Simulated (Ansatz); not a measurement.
## Pd under changes of volume

One of the cells (15.547 Å³/atom); the others are scaled copies at fixed shape and fractional positions:

```
CELL_PARAMETERS angstrom
-1.57228 1.57228 1.57228
1.57228 -1.57228 1.57228
1.57228 1.57228 -1.57228
ATOMIC_POSITIONS crystal
Pd 0.00000 0.00000 0.00000
```

This isn't the form of Pd at room conditions, which is fcc.

| Item | Value |
| --- | --- |
| Program | Ansatz 0.2.0 |
| Functional | HSE06 |
| Potentials or basis | Ansatz PAW |
| Cutoff | 420 eV (not typed: the program's choice for these potentials) |
| k mesh | 8 × 8 × 8 |
| Occupations | fermi-dirac, width 0.05 eV |
| Spin | no spin polarisation |

| volume (Å³/atom) | energy over the lowest point (meV/atom) | pressure (GPa) |
| --- | --- | --- |
| 14.614 | ? | ? |
| 14.925 | 0.00 | 1.3 |
| 15.236 | 0.94 | -2.0 |
| 15.547 | 7.32 | -4.7 |
| 15.858 | 18.56 | -7.2 |
| 16.169 | 34.42 | -9.4 |
| 16.480 | 54.30 | -11.3 |

**Question.** What does the run at 14.614 Å³/atom give?

**Answer.** Energy over the lowest point 5.97 meV/atom; pressure 5.2 GPa.

Worked out: A Birch-Murnaghan fit of order 3 (a polynomial in V^(-2/3)) to the other rows has its minimum at 15.03 Å³/atom with B0 = V·E''(V) = 143 GPa and B' = 3.5. It gives 4.99 meV/atom at 14.614 Å³/atom, against the run's 5.97, and -dE/dV = 4.2 GPa, against 5.2.

Energies are extrapolated to zero smearing.

Caveats: some runs use coarse meshes; the PAW data sets come from PBE, with cores solved anew for the run's functional, which leaves a small shift of forces and pressure; the thresholds are loose for stress.
